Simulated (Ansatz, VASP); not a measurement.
# Two plane-wave programs on Cu

```
Cu
1.0
     0.00000    1.78114    1.78114
     1.78114    0.00000    1.78114
     1.78114    1.78114    0.00000
Cu
1
Direct
  0.00000 0.00000 0.00000
```

Alike in both runs: functional PBE; dispersion D3(BJ); k mesh 20 × 20 × 20; occupations gaussian, width 0.1 eV; no spin polarisation.

Ansatz relaxed the structure, and its values are those at the end. VASP's run is a single point on that final structure, the one shown.

|  | VASP | Ansatz |
| --- | --- | --- |
| version | VASP 6.6.1 | Ansatz 0.2.0 |
| potentials or method | VASP PAW PBE potentials, release 64 (Cu) | scalar-relativistic, plane waves, PAW |
| plane-wave cutoff (eV) | 520 | 420 |
| valence electrons in the cell | 11 | 19 |

VASP gave:

```
gap on the k mesh at the Fermi level (eV) : none
pressure (GPa)                            : 0.7
```

Question: Estimate Ansatz's values.

Answer: gap on the k mesh at the Fermi level (eV): none; pressure (GPa): 0.0.

A gap of «none» marks a metal or a gap that the smearing closes. The two sets of potentials don't hold the same shells in valence.

Caveats: pairwise dispersion overbinds metals, which lowers pressure and volume.
